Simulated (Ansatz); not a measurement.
# Se, a database entry at a rescaled volume

```
Se
1.0
     4.38149    0.00000    0.00000
    -2.19075    3.79448    0.00000
     0.00000    0.00000    4.97332
Se
3
Direct
  0.22540 0.00000 0.33333
  0.00000 0.22540 0.66667
  0.77460 0.77460 0.00000
```

The numbers come from plane-wave PAW DFT (Ansatz): PBEsol, no spin polarisation, 420 eV, 7×7×5 Γ-centred k points, fermi-dirac occupations (width 0.1 eV). Nothing was relaxed.

**Question.** Which atom feels the largest force, and which way?

**Answer.** The largest is on Se1 (and as large on other atoms): 0.17 eV/Å, components (0.17, 0.00, 0.00). It makes 128° with the line to a nearest neighbour, Se3 at 2.38 Å.

**Question.** What do density and ELF say about some of the short contacts?

**Answer.** Se–Se at 2.38 Å: least valence density 0.64 e/Å³ and ELF 0.69 there, a shared, covalent-like contact. Both are smooth PAW fields, read partly inside the augmentation spheres.

**Question.** Is the cell too large or too small?

**Answer.** The pressure is -0.5 GPa (compression positive), so with the atoms held at these fractions the cell is close to zero pressure. The principal stresses -0.8, -0.8, 0.3 GPa differ, so its shape would change too.

**Question.** Metal or insulator? Give the gap.

**Answer.** The gap is 0.96 eV, indirect (the least direct gap found is 1.15 eV). A semilocal functional usually gives too small a gap.

**Question.** Which orbitals make up the band edges?

**Answer.** Within 0.7 eV of the edges, the states project mainly on Se p (95 %) below the gap and on Se p (88 %) above it.

Origin: a database entry at a rescaled volume. Caveats: the mesh misses a band edge that the path finds.
